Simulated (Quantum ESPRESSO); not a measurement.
**HfN in Quantum ESPRESSO: the effect of functional**

The system is HfN.

```
Hf N
1.0
     0.00000    2.25600    2.25600
     2.25600    0.00000    2.25600
     2.25600    2.25600    0.00000
Hf N
1 1
Direct
  0.00000 0.00000 0.00000
  0.50000 0.50000 0.50000
```

Alike in all runs:

```yaml
Program: Quantum ESPRESSO 7.5
Task: phonons
Cutoff: 612 eV
Density_cutoff: 4898 eV
k_mesh: 8 × 8 × 8
Occupations: cold, width 0.2 eV
Spin: no spin polarisation
```

Each run relaxes the cell or the atoms first.

| functional | potentials or basis | relaxed volume (Å³/atom) | highest phonon frequency (cm⁻¹) |
| --- | --- | --- | --- |
| LDA | GBRV 1.5 LDA | ? | ? |
| PBE | GBRV 1.5 PBE | 11.72 | 488 |
| PBEsol | GBRV 1.5 PBEsol | 11.38 | 511 |
| AM05 | GBRV 1.5 PBE | 11.36 | 511 |
| revPBE | GBRV 1.5 PBE | 11.85 | 479 |
| PW91 | GBRV 1.5 PBE | 11.72 | 487 |
| vdW-DF-cx | GBRV 1.5 PBE | 11.38 | 513 |

Task: What does the run with functional LDA give?

Result: Relaxed volume 11.14 Å³/atom; highest phonon frequency 523 cm⁻¹.

Caveats: the mesh is thin for the phonons of a metal; the potentials were made for another functional, which shifts forces and pressure (some runs); before the sum rule the acoustic modes lie tens of cm⁻¹ from zero, a sign that the density grid also shifts the optical modes (some runs).
